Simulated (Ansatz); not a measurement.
Crystal: MgTe.

```xyz
2
Lattice="0.0000 3.2320 3.2320 3.2320 0.0000 3.2320 3.2320 3.2320 0.0000" Properties=species:S:1:pos:R:3 pbc="T T T"
Te    1.6160    1.6160    1.6160
Mg    0.0000    0.0000    0.0000
```

The cell comes from a database or a generator and needn't be the stable form of this composition.

Program: Ansatz 0.2.0. Alike in all runs: task single point; potentials or basis all-electron PAW datasets made for the crystal; no spin polarisation; cell as given; k mesh 6 × 6 × 6; smearing fermi-dirac 0.05 eV.

**Question.** Order these runs on this cell by their band gap on the k mesh, lowest first.
A. level HSE06; cutoff (eV) 250
B. level PBE0; cutoff (eV) 250
C. level PBE; cutoff (eV) 220

**Answer.** C (2.42 eV), A (3.27 eV), B (3.91 eV).

Caveats: spin-orbit coupling is left out, which moves the levels of the heavy elements.

A k mesh can miss the band edges.
